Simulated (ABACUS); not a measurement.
# W (Im-3m) in ABACUS: notebook

Aim: see how the results for W move with the level of theory and the settings. Levels: rPW86PBE, revPBE. Tasks: single point.

Program: ABACUS 3.10.1. These are calculated values, not measurements. Logs are shortened: lines on timing, memory, paths and dates and some standing lists are left out, and cuts for length are marked.

**1. The crystal as given**

Symmetry: Im-3m, No. 229, cubic system. The conventional cell has a = 3.165 Å, b = 3.165 Å, c = 3.165 Å, α = 90.00°, β = 90.00°, γ = 90.00°. Around W (site symmetry m-3m) lie 8 W at 2.74 Å.

**2. Single point, rPW86PBE**

INPUT reads:

```
INPUT_PARAMETERS
suffix              W
calculation         scf
basis_type          pw
pseudo_dir          ./
symmetry            1
dft_functional      GGA_X_RPW86+GGA_C_PBE
ecutwfc             74
pseudo_rcut         7
nspin               1
nbands              24
ks_solver           dav
smearing_method     fd
smearing_sigma      0.00367493
scf_thr             1e-08
scf_nmax            100
mixing_type         broyden
mixing_beta         0.7
cal_force           1
cal_stress          1
out_chg             1
kpar                4
```

STRU reads:

```
ATOMIC_SPECIES
W 183.8400 W_ONCV_PBE-1.2.upf

LATTICE_CONSTANT
1.8897261246

LATTICE_VECTORS
-1.5823450000 1.5823450000 1.5823450000
1.5823450000 -1.5823450000 1.5823450000
1.5823450000 1.5823450000 -1.5823450000

ATOMIC_POSITIONS
Cartesian

W
0.0
1
0.0000000000 0.0000000000 0.0000000000 1 1 1
```

KPT reads:

```
K_POINTS
0
Gamma
10 10 10 0 0 0
```

Potentials or basis: SG15 ONCV 1.2 PBE, plane waves.

The run is started by

```
$ OMP_NUM_THREADS=1 mpirun -np 4 abacus > log
```

running log:

```text
ABACUS v3.10.1

               Atomic-orbital Based Ab-initio Computation at UStc

 ------------------------------------------------------------------------------------

 READING GENERAL INFORMATION
                           global_out_dir = OUT.W/
                           global_in_card = INPUT
                               pseudo_dir = ./
                              orbital_dir =
                                    DSIZE = 4
                                    GSIZE = 1

 READING UNITCELL INFORMATION
                                    ntype = 1
                  lattice constant (Bohr) = 1.88973
              lattice constant (Angstrom) = 1

 READING ATOM TYPE 1
                               atom label = W
                      L=0, number of zeta = 1
                      L=1, number of zeta = 1
                      L=2, number of zeta = 1
             number of atom for this type = 1

                        TOTAL ATOM NUMBER = 1
CARTESIAN COORDINATES ( UNIT =       1.889726124600 Bohr ).
    atom                   x                   y                   z     mag                  vx                  vy                  vz
tauc_W1            0.0000000000        0.0000000000        0.0000000000  0.0000        0.0000000000        0.0000000000        0.0000000000

                          Volume (Bohr^3) = 106.945
                             Volume (A^3) = 15.8476

 Lattice vectors: (Cartesian coordinate: in unit of a_0)
             -1.58234            +1.58234            +1.58234
             +1.58234            -1.58234            +1.58234
             +1.58234            +1.58234            -1.58234
 Reciprocal vectors: (Cartesian coordinate: in unit of 2 pi/a_0)
                   +0           +0.315987           +0.315987
            +0.315987                  +0           +0.315987
            +0.315987           +0.315987                  +0
 The esolver type has been set to : ksdft_pw

                PAO radial cut off (Bohr) = 7

 Read in pseudopotential file is W_ONCV_PBE-1.2.upf
                     pseudopotential type = NC
          exchange-correlation functional = PBE
                 nonlocal core correction = 0
                        valence electrons = 28
                                     lmax = 3
                           number of zeta = 0
                     number of projectors = 8
                           L of projector = 0
                           L of projector = 0
                           L of projector = 1
                           L of projector = 1
                           L of projector = 2
                           L of projector = 2
                           L of projector = 3
                           L of projector = 3
 XC functional updated to : GGA_X_RPW86+GGA_C_PBE
          exchange-correlation functional = GGA_X_RPW86+GGA_C_PBE
     initial pseudo atomic orbital number = 0

 SETUP THE ELECTRONS NUMBER
             electron number of element W = 28
       total electron number of element W = 28
            AUTOSET number of electrons:  = 28
[... 131 lines left out ...]
              fft grid for wave functions = [ 30, 30, 30 ]
                    number of plane waves = 1745
                         number of sticks = 201

 PARALLEL PW FOR WAVE FUNCTIONS
     PROC   COLUMNS(POT)             PW
        1            201           1745
 --------------- sum -------------------
        1            201           1745

 SETUP NONLOCAL PSEUDOPOTENTIALS IN PLANE WAVE BASIS
 W non-local projectors:
 projector 1 L=0
 projector 2 L=0
 projector 3 L=1
 projector 4 L=1
 projector 5 L=2
 projector 6 L=2
 projector 7 L=3
 projector 8 L=3
      TOTAL NUMBER OF NONLOCAL PROJECTORS = 32

 Init Non-Local PseudoPotential table :
 Init Non-Local-Pseudopotential done.

                                     npwx = 1157

 -------------------------------------------
 SELF-CONSISTENT
 -------------------------------------------
                                 init_chg = atomic

 PW ALGORITHM --------------- ION=   1  ELEC=   1--------------------------------
 Notice: Threshold on eigenvalues was too large.
 hsover_error=0.28 > DRHO=0.0579185
 Origin diag ethr = 0.01
 New diag ethr = 0.000206852

 Density error is 0.057530288007
                          Error Threshold = 0.000206851935967
----------------------------------------------------------
     Energy           Rydberg                 eV
----------------------------------------------------------
 E_KohnSham     -544.2743899765      -7405.2329791538
 E_Harris       -548.2534300089      -7459.3705961657
 E_Fermi        2.6595115595         36.1845111063
----------------------------------------------------------
[... 51 lines left out ...]
 Density error is 1.94206143725e-09
                          Error Threshold = 2.33146376061e-10
----------------------------------------------------------
     Energy           Rydberg                 eV
----------------------------------------------------------
 E_KohnSham     -544.2889059334      -7405.4304788804
 E_KS(sigma->0) -544.2887493203      -7405.4283480492
 E_Harris       -544.2889770601      -7405.4314466089
 E_band         14.5736367057        198.2844997792
 E_one_elec     -118.9659747780      -1618.6151251046
 E_Hartree      94.6962372503        1288.4084057640
 E_xc           -42.9336636363       -584.1424614685
 E_Ewald        -477.0851915432      -6491.0770364088
 E_entropy(-TS) -0.0003132263        -0.0042616625
 E_descf        0.0000000000         0.0000000000
 E_exx          0.0000000000         0.0000000000
 E_Fermi        2.6175311248         35.6133379891
----------------------------------------------------------

 charge density convergence is achieved
 final etot is -7405.4304789 eV
 EFERMI = 35.613337989 eV

 STATE ENERGY(eV) AND OCCUPATIONS    NSPIN == 1
 1/12 kpoint (Cartesian) = 0.0000 0.0000 0.0000 (1157 pws)
       1       -38.6209     0.00200000
       2       -2.33591     0.00200000
       3       -2.33591     0.00200000
       4       -2.33591     0.00200000
       5        7.13117     0.00200000
       6        7.13117     0.00200000
[... 146 lines left out ...]
      23        62.9160        0.00000
      24        66.2116        0.00000

[... levels at 6 further k points ...]

------------------------------------------------------------------------------------------
 TOTAL-FORCE (eV/Angstrom)
------------------------------------------------------------------------------------------
                        W1         0.0000000000         0.0000000000         0.0000000000
------------------------------------------------------------------------------------------

----------------------------------------------------------------
 TOTAL-STRESS (KBAR)
----------------------------------------------------------------
        91.2303517864         0.0000000000         0.0000000000
         0.0000000000        91.2303517864        -0.0000000000
        -0.0000000000        -0.0000000000        91.2303517864
----------------------------------------------------------------
 TOTAL-PRESSURE: 91.230352 KBAR

 --------------------------------------------
 !FINAL_ETOT_IS -7405.4304788803901829 eV
 --------------------------------------------
```

Wall time 9.4 s (4 MPI ranks of Intel Xeon Platinum 8223CL at 3.00GHz (Skylake/Cascade Lake), shared host); peak memory 0.28 GiB.

Results:

- Free energy: -7405.4305 eV
- Pressure: 9.1 GPa
- Band gap on the k mesh: none (metal or under the smearing width)

Levels at points of the mesh, in eV from the Fermi level:
| k point | band 11 | band 12 | band 13 | band 14 | band 15 | band 16 | band 17 | band 18 |
| --- | --- | --- | --- | --- | --- | --- | --- | --- |
| (0.00, 0.00, 0.00) | -28.38 | -9.65 | -1.36 | -1.36 | -1.36 | 2.01 | 2.01 | 14.45 |
| (0.50, 0.50, 0.00) | -28.42 | -6.35 | -3.68 | 0.66 | 1.94 | 2.88 | 5.94 | 10.93 |
| (0.50, 0.50, 0.50) | -28.43 | -5.98 | -5.98 | 4.97 | 4.97 | 4.97 | 8.25 | 8.25 |

Caveat: the potentials were made for another functional, which shifts forces and pressure. Spin-orbit coupling is left out, which matters for the levels of W.

**3. Single point, revPBE**

run_abacus.py reads:

```python
"""ABACUS run from a structure file: ASE reads it, the script writes STRU, KPT and INPUT."""
import re
import subprocess
from ase.io import read
from ase.units import Bohr

atoms = read("W.cif")
atoms = atoms[(-atoms.numbers).argsort(kind="stable")]  # ABACUS lists atoms element by element
pseudo = {'W': 'W.upf'}
orbital = {}
magmoms = None
kmesh = [10, 10, 10]
params = {
    'suffix': 'W',
    'calculation': 'scf',
    'basis_type': 'pw',
    'pseudo_dir': './',
    'symmetry': 1,
    'dft_functional': 'revpbe',
    'ecutwfc': 74,
    'pseudo_rcut': 10,
    'nspin': 1,
    'nbands': 17,
    'ks_solver': 'dav',
    'smearing_method': 'fd',
    'smearing_sigma': 0.00367493,
    'scf_thr': 1e-08,
    'scf_nmax': 100,
    'mixing_type': 'broyden',
    'mixing_beta': 0.7,
    'cal_force': 1,
    'cal_stress': 1,
    'out_chg': 1,
    'kpar': 4,
}

symbols = atoms.get_chemical_symbols()
elements = list(dict.fromkeys(symbols))
lines = ["ATOMIC_SPECIES"] + [f"{e} {atoms.get_masses()[symbols.index(e)]:.4f} {pseudo[e]}" for e in elements]
if orbital:
    lines += ["", "NUMERICAL_ORBITAL"] + [orbital[e] for e in elements]
lines += ["", "LATTICE_CONSTANT", f"{1 / Bohr:.10f}", "", "LATTICE_VECTORS"]
lines += [" ".join(f"{x:.10f}" for x in v) for v in atoms.cell]
lines += ["", "ATOMIC_POSITIONS", "Direct"]
for e in elements:
    lines += ["", e, "0.0", str(symbols.count(e))]
    for i, p in enumerate(atoms.get_scaled_positions(wrap=False)):
        if symbols[i] == e:
            mag = "" if magmoms is None else " mag " + " ".join(str(x) for x in (magmoms[i] if isinstance(magmoms[i], list) else [magmoms[i]]))
            lines.append(" ".join(f"{x:.10f}" for x in p) + " 1 1 1" + mag)
open("STRU", "w").write("\n".join(lines) + "\n")
open("KPT", "w").write("K_POINTS\n0\nGamma\n%d %d %d 0 0 0\n" % tuple(kmesh))
open("INPUT", "w").write("INPUT_PARAMETERS\n" + "".join(f"{k:<20s}{v}\n" for k, v in params.items()))

done = subprocess.run(['mpirun', '-np', '4', 'abacus'])
if done.returncode:
    raise SystemExit(done.returncode)
log = open("OUT.W/running_scf.log").read()
print("final energy (eV):", re.findall(r"FINAL_ETOT_IS (\S+)", log))
```

W.cif reads:

```cif
data_W
_cell_length_a 2.74070194
_cell_length_b 2.74070194
_cell_length_c 2.74070194
_cell_angle_alpha 109.47122063
_cell_angle_beta 109.47122063
_cell_angle_gamma 109.47122063
_space_group_name_H-M_alt 'P1'
_space_group_name_Hall 'P 1'
_space_group_IT_number 1
loop_
_space_group_symop_operation_xyz
'x,y,z'
loop_
_atom_site_label
_atom_site_type_symbol
_atom_site_symmetry_multiplicity
_atom_site_Wyckoff_symbol
_atom_site_fract_x
_atom_site_fract_y
_atom_site_fract_z
_atom_site_occupancy
W1 W 1 a 0.0000000000 0.0000000000 0.0000000000 1
```

Potentials or basis: PseudoDojo NC SR 0.4.1 PBE standard, plane waves.

The run is started by

```
$ OMP_NUM_THREADS=1 python run_abacus.py > log
```

It took 5 s on 4 MPI ranks of Intel Xeon Platinum 8488C (Sapphire Rapids), shared host; peak memory 0.32 GiB.

The run converged. Its results:

* Free energy: -2064.5100 eV
* Pressure: 8.5 GPa
* Band gap on the k mesh: none (metal or under the smearing width)

Levels at points of the mesh, in eV from the Fermi level:
```tsv
k point	band 5	band 6	band 7	band 8	band 9	band 10
(0.00, 0.00, 0.00)	-9.80	-1.39	-1.39	-1.39	2.12	2.12
(0.50, 0.50, 0.00)	-6.43	-3.72	0.50	2.01	2.99	5.99
(0.50, 0.50, 0.50)	-5.98	-5.98	5.00	5.00	5.00	8.06
```

Caveat: the potentials were made for another functional, which shifts forces and pressure.
